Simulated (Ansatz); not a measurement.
Structure from Materials Project entry mp-1066480 (possibly hypothetical), not relaxed further. The listed cell was then made from it by scaling, straining or moving an atom.

CdTe: DFT, PBE, all-electron LAPW, scalar-relativistic (Ansatz 0.2.0). What sets it apart from a plain run of this crystal: zz strain of -2 %.

Command: `ansatz run input.yaml --threads 1 --pin off --max-ram 4096MiB --backend cpu --events-out ev --progress --plain --runs-dir out` The run took 68 s on 1 thread of Intel(R) Xeon(R) Platinum 8488C (Sapphire Rapids), on a shared host, peak memory 0.94 GiB.

```yaml
crystal:
  lattice:
    - [3.065291, -3.094609, 0.0]
    - [3.065291, 3.094609, 0.0]
    - [0.0, 0.0, 5.96883896]
  atoms:
    - { symbol: Cd, position: [0.27703, 0.72297, 0.75] }
    - { symbol: Cd, position: [0.72297, 0.27703, 0.25] }
    - { symbol: Te, position: [0.766137, 0.233863, 0.75] }
    - { symbol: Te, position: [0.233863, 0.766137, 0.25] }
kpoints:
  mp_grid: { grid: [9, 9, 6] }
  band_path:
    path:
      - [0.0, 0.0, 0.0]
      - [-0.5, 0.5, 0.0]
      - [-0.4952854913, 0.5047145087, 0.0]
      - [0.4952854913, 0.4952854913, 0.0]
      - [0.0, 0.0, 0.0]
      - [0.0, 0.0, 0.5]
      - [0.4952854913, 0.4952854913, 0.5]
      - [-0.4952854913, 0.5047145087, 0.5]
      - [-0.5, 0.5, 0.5]
    npoints: 5
scf:
  occupations: { method: fermi_dirac, width: 0.05 }
hamiltonian:
  xc: pbe
  pseudopotentials: { kind: all_electron, lapw: { basis_error: 0.001 } }
output:
  forces: true
  stress: true
  eigenvalues: true
```

Output (standing set-up lines are left out):

```
LAPW: plane waves up to 7.498 Å⁻¹, error target 1.0e-3 eV per atom; small_component_spin mean_spin; Cd in spheres of 1.516 Å, 20 of its electrons in bands, Dirac shells []; Te in spheres of 1.480 Å, 24 of its electrons in bands, Dirac shells []
Crystal: 4 atoms, lattice volume = 113.239 Å³
Basis set: ecut = 214.21058368706142 eV, 807 PW (Γ), exchange–correlation at level 2
Space group: Cmcm (ITA 63), of the structure as read, at distance tolerance 4.8e-5 Å
iter 1 solved again at ethr=1.35e-3 eV; its pass at ethr=1.00e-1 eV (dr2=1.19e0 eV) is discarded
SCF iter   1: F=—  HF=-674241.254073 eV  |F-HF|=—  |Δ(HF+E_count)|=         —  Δρ=2.12e-2  dr2=1.19e0  ethr=1.35e-3  ⟨swp⟩=2.1  Hψ=33541  notcnv=0
preconditioner: auto → LDOS  [metal: Δε(μ)=0.119 eV  Ē_g=11.278 eV  σ=0.050 eV  W_gap=0.43  n_scr=36 (ndim 8)  ℏωp=20.9 eV  f_vac=0.040  D(μ)=1.09/eV (n_scr^D=2)  β→1.0]
SCF iter   2: F=—  HF=-674240.859037 eV  |F-HF|=—  |Δ(HF+E_count)|=   3.95e-1  Δρ=6.83e-3  dr2=1.27e-1  ethr=1.35e-3  ⟨swp⟩=3.0  Hψ=16596  notcnv=0
iter 3 solved again at ethr=4.76e-7 eV; its pass at ethr=1.44e-4 eV (dr2=4.19e-4 eV) is discarded
SCF iter   3: F=—  HF=-674240.741944 eV  |F-HF|=—  |Δ(HF+E_count)|=   1.17e-1  Δρ=7.25e-4  dr2=4.23e-4  ethr=4.76e-7  ⟨swp⟩=2.9  Hψ=27489  notcnv=0
SCF iter   4: F=—  HF=-674240.733159 eV  |F-HF|=—  |Δ(HF+E_count)|=   8.78e-3  Δρ=4.28e-4  dr2=1.06e-4  ethr=4.76e-7  ⟨swp⟩=3.0  Hψ=16863  notcnv=0
SCF iter   5: F=—  HF=-674240.733295 eV  |F-HF|=—  |Δ(HF+E_count)|=   1.36e-4  Δρ=1.07e-4  dr2=8.59e-6  ethr=1.20e-7  ⟨swp⟩=3.0  Hψ=16150  notcnv=0
SCF iter   6: F=—  HF=-674240.733289 eV  |F-HF|=—  |Δ(HF+E_count)|=   6.13e-6  Δρ=3.67e-5  dr2=6.90e-7  ethr=9.76e-9  ⟨swp⟩=3.0  Hψ=16054  notcnv=0
SCF iter   7: F=-674240.733291 eV  HF=-674240.733291 eV  |F-HF|=8.68e-8  |Δ(HF+E_count)|=   1.98e-6  Δρ=7.18e-6  dr2=3.08e-8  ethr=7.84e-10  ⟨swp⟩=3.0  Hψ=16255  notcnv=0
SCF 1 converged in 7 iterations: F = -674240.733291 eV  dr2 = 3.08e-8
NSCF: frozen V_eff on 41 k-points
SCF converged after 7 iterations
Free energy (F): -674240.733291 eV
Harris-Foulkes:  -674240.733291 eV  (|F-HF|=8.68e-8)
Internal energy: -674240.715613 eV  (E = F + TS)
E sigma→0 (E₀):  -674240.724452 eV
Entropy (-TS):   -0.017678 eV (-4.420 meV/atom)
Fermi energy:    11.756716 eV
--- Per-component energies (eV) ---
  E_band       = -3035.044407
  E_kinetic    = 709463.906762
  E_xc         = -18002.201695
  E_electrostatic = -1365702.420680  (all electrons and nuclei)
  E_smearing   = -0.017678  (= −TS)
  E_closure    = 0.000000  (closes the sum)
  E_atoms      = -674231.864788  (free atoms, spherical and without spin; not in F)
  Σ components = -674240.733291   (vs F -674240.733291, Δ=0.00e0)
  Basis errors (estimates in eV, not in F): energy 3.7e-4 per atom: plane waves 3.4e-4 (1.8e-4 summed), levels above the bands 1.5e-65, relativity 4.1e-8, radial functions 2.6e-5, core shells 3.7e-8; eigenvalues (radial functions only) 2.4e-6; not estimated: angular momenta, meshes, grids; target (lapw.basis_error) 1.0e-3; muffin-tin radii Cd 1.516 Å, Te 1.480 Å
--- Forces (eV/Å), atoms counted from 1 ---
  atom   1  Cd    -0.00000000     0.02468209     0.00000000
  atom   2  Cd     0.00000000    -0.02468209    -0.00000000
  atom   3  Te     0.00000000     0.01366829     0.00000000
  atom   4  Te    -0.00000000    -0.01366829    -0.00000000
  max |Σ_I F_I| component: 0.00e0 eV/Å
--- Stress (GPa, compression-positive) ---
        0.232685       0.000000      -0.000000
        0.000000       0.283834       0.000000
       -0.000000       0.000000       1.825698
  P = ⅓ Tr σ = 0.7807 GPa (7.807 kbar)
--- Band table (eV; the first three rows and the last of 100) ---
  k-point 0: bands = ["-147.0468", "-147.0468", "-97.0929", "-97.0929", "-97.0827", "-97.0827", "-97.0790", "-97.0790", "-90.5658", "-90.5658", "-51.6294", "-51.6291", "-51.6273", "-51.6272", "-51.6268", "-51.6266", "-24.4279", "-24.4273", "-24.4194", "-24.4173", "-24.4163", "-24.4140", "-24.4105", "-24.4096", "-24.4069", "-24.4062", "0.1598", "1.0298", "3.4570", "3.4616", "3.4838", "3.4936", "3.5027", "3.5236", "3.5314", "3.6256", "3.6276", "4.3345", "7.6748", "9.6186", "9.6521", "10.4176", "11.2317", "11.3276", "11.4350", "12.1448", "15.9612", "18.7247", "18.8664", "19.0080", "19.2678", "19.4005", "20.0384"]
  k-point 1: bands = ["-147.0468", "-147.0468", "-97.0929", "-97.0929", "-97.0827", "-97.0827", "-97.0790", "-97.0790", "-90.5658", "-90.5658", "-51.6294", "-51.6291", "-51.6273", "-51.6272", "-51.6268", "-51.6266", "-24.4278", "-24.4273", "-24.4193", "-24.4174", "-24.4161", "-24.4142", "-24.4105", "-24.4096", "-24.4068", "-24.4063", "0.2402", "1.0136", "3.4313", "3.4590", "3.4841", "3.4962", "3.5106", "3.5176", "3.5322", "3.6157", "3.6193", "4.0887", "7.8942", "9.7219", "9.7565", "10.3774", "10.7995", "11.1987", "11.3141", "13.2540", "16.0536", "18.3157", "18.4765", "18.5140", "18.6397", "19.9111", "20.0722"]
  k-point 2: bands = ["-147.0468", "-147.0468", "-97.0929", "-97.0929", "-97.0827", "-97.0827", "-97.0790", "-97.0790", "-90.5658", "-90.5658", "-51.6293", "-51.6292", "-51.6272", "-51.6272", "-51.6267", "-51.6267", "-24.4276", "-24.4272", "-24.4189", "-24.4178", "-24.4157", "-24.4146", "-24.4103", "-24.4098", "-24.4067", "-24.4064", "0.4564", "0.9292", "3.3767", "3.4671", "3.4900", "3.4996", "3.5018", "3.5313", "3.5392", "3.5908", "3.5944", "3.6625", "8.3175", "9.4761", "10.0102", "10.0507", "10.8591", "10.9142", "11.9816", "14.5237", "16.3330", "16.7785", "17.4711", "18.3936", "18.6902", "19.5746", "19.6885"]
  k-point 99: bands = ["-147.0468", "-147.0468", "-97.0929", "-97.0929", "-97.0827", "-97.0827", "-97.0790", "-97.0790", "-90.5658", "-90.5658", "-51.6292", "-51.6292", "-51.6273", "-51.6273", "-51.6268", "-51.6268", "-24.4267", "-24.4267", "-24.4186", "-24.4186", "-24.4154", "-24.4154", "-24.4105", "-24.4105", "-24.4047", "-24.4047", "1.1580", "1.1580", "3.3617", "3.3617", "3.5122", "3.5122", "3.5131", "3.5131", "3.6286", "3.6286", "4.0497", "4.0497", "7.9250", "7.9250", "8.6834", "8.6834", "9.1326", "9.1326", "14.3859", "14.3859", "16.6104", "16.6104", "18.5634", "18.5634", "18.7088", "18.7088", "21.5724"]
```
